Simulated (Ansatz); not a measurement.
The system is ZrN.

```xyz
2
Lattice="0.0000 2.3000 2.3000 2.3000 0.0000 2.3000 2.3000 2.3000 0.0000" Properties=species:S:1:pos:R:3 pbc="T T T"
Zr    2.3000    2.3000    2.3000
N     0.0000    0.0000    0.0000
```

- Program: Ansatz 0.2.0
- Task: relaxation of cell and atoms
- Functional: PBEsol0
- Potentials or basis: Ansatz PAW
- Cutoff: 420 eV (not typed: the program's choice for these potentials)
- k mesh: 5 × 5 × 5
- Occupations: fermi-dirac, width 0.05 eV
- Spin: no spin polarisation

At the start: volume 12.17 Å³/atom.

Problem. How do energy, volume and symmetry change on relaxing?

Solution. It ends after 7 steps and the volume is 11.65 Å³/atom (-4.2 %); space group Fm-3m (No. 225, to 0.05 Å).

Step by step:
| step | energy change (eV) | largest force (eV/Å) | volume (Å³) |
| --- | --- | --- | --- |
| 1 | 0.0000 | 0.0000 | 24.33 |
| 2 | -0.0173 | 0.0000 | 22.56 |
| 3 | -0.0392 | 0.0000 | 23.37 |
| 4 | -0.0394 | 0.0000 | 23.32 |
| 5 | -0.0377 | 0.0000 | 23.32 |
| 6 | -0.0377 | 0.0000 | 23.31 |
| 7 | -0.0377 | 0.0000 | 23.31 |

Final structure:
```
CELL_PARAMETERS angstrom
0.00000 2.26717 2.26717
2.26717 0.00000 2.26717
2.26717 2.26717 0.00000
ATOMIC_POSITIONS crystal
Zr 0.50000 0.50000 0.50000
N 0.00000 0.00000 0.00000
```

Caveat: the k mesh is coarse (spacing up to 0.47 Å⁻¹), so the values aren't converged, least of all with exact exchange; the plane-wave basis is chosen anew once the cell has moved, so the energies of steps on either side of that aren't comparable; the pressure holds a Pulay correction of +0.3 GPa for the finite cutoff; the PAW data sets come from PBE, with cores solved anew for the run's functional, which leaves a small shift of forces and pressure.
